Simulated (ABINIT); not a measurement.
Crystal: In.

```
In
1.0
     3.33548    0.00000    0.00000
    -1.66774    2.88861    0.00000
     0.00000    0.00000    5.50914
In
2
Direct
  0.66667 0.33333 0.75000
  0.33333 0.66667 0.25000
```

This isn't the form of In at room conditions, which is tetragonal.

Base run:

```yaml
Program: ABINIT 10.8.3 (patched build)
Functional: revPBE
Potentials_or_basis: JTH PAW PBE v2.0
Cutoff: 707 eV
k_mesh: 9 × 9 × 5
Occupations: fermi-dirac, width 0.05 eV
Spin: no spin polarisation
```

Its results: band gap on the k mesh none (metal or under the smearing width); pressure 2.1 GPa.

Question: After a change of settings the same cell gave: band gap on the k mesh none (metal or under the smearing width); pressure -1.8 GPa. Which change was it?
A. functional from revPBE to RPBE
B. functional from revPBE to PW91
C. functional from revPBE to LDA
D. functional from revPBE to WC

Answer: D.

WC binds more tightly than revPBE, so the same cell stands under less pressure.

Caveats: the PAW data sets were made with another functional, which shifts forces and pressure a little.
